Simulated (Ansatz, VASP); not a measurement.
# KBr in VASP and in Ansatz

INCAR

```
PREC     = Accurate       # precision mode
ENCUT    = 520            # plane-wave cutoff, eV
EDIFF    = 1E-6           # SCF threshold, eV
ISMEAR   = -1             # smearing method
SIGMA    = 0.02           # smearing width, eV
LREAL    = F              # projectors in reciprocal space
LASPH    = T              # aspherical terms in the spheres
NELM     = 100            # most SCF steps
ALGO     = Normal         # electronic algorithm
ISIF     = 2              # what is computed and relaxed
LWAVE    = F              # write WAVECAR
LCHARG   = T              # write CHGCAR
GGA      = PE             # functional
LELF     = T              # ELF
LVHAR    = T            
NBANDS   = 15             # bands
```

Contents of KPOINTS:

```
Automatic mesh
0
Gamma
  6 6 6
```

Contents of POSCAR:

```
KBr
1.0
    0.1279070656      3.4301548857      3.4301548857
    3.4301548857      0.1279070656      3.4301548857
    3.4301548857      3.4301548857      0.1279070656
K Br
1 1
Direct
    0.0000000000      0.0000000000      0.0000000000
    0.5000000000      0.5000000000      0.5000000000
```

Input for Ansatz:

```yaml
crystal:
  lattice:
    - [0.1279070656, 3.4301548857, 3.4301548857]
    - [3.4301548857, 0.1279070656, 3.4301548857]
    - [3.4301548857, 3.4301548857, 0.1279070656]
  atoms:
    - { symbol: K, position: [0.0, 0.0, 0.0] }
    - { symbol: Br, position: [0.5, 0.5, 0.5] }
kpoints:
  mp_grid: { grid: [6, 6, 6] }
  band_path:
    path:
      - [0.0, 0.0, 0.0]
      - [0.5, 0.0, 0.5]
      - [0.625, 0.25, 0.625]
      - [0.375, 0.375, 0.75]
      - [0.5, 0.5, 0.5]
      - [0.5, 0.25, 0.75]
    npoints: 1
hamiltonian:
  xc: pbe
scf:
  occupations: { method: fermi_dirac, width: 0.02 }
  n_extra_bands: 4
output:
  forces: true
  stress: true
  eigenvalues: true
```

Change from the starting cell: shear_111 strain +5.8%.

Alike in both runs: task single point; functional PBE; k mesh 6 × 6 × 6; occupations fermi-dirac, width 0.02 eV; no spin polarisation.

|  | VASP | Ansatz |
| --- | --- | --- |
| version | VASP 6.6.1 | Ansatz 0.2.0 |
| potentials or method | VASP PAW PBE potentials, release 64 (K_sv, Br) | plane waves, PAW |
| plane-wave cutoff (eV) | 520 | 420 |
| valence electrons in the cell | 16 | 16 |

```csv
,VASP,Ansatz,Ansatz less VASP
gap on the k mesh at the Fermi level (eV),4.22,4.22,+0.001
pressure (GPa),-0.1,-0.2,-0.03
largest component of the traceless stress (GPa),0.22,0.22,+0.001
```

The functional is the same, so the differences come from potentials, cutoffs and numerics.
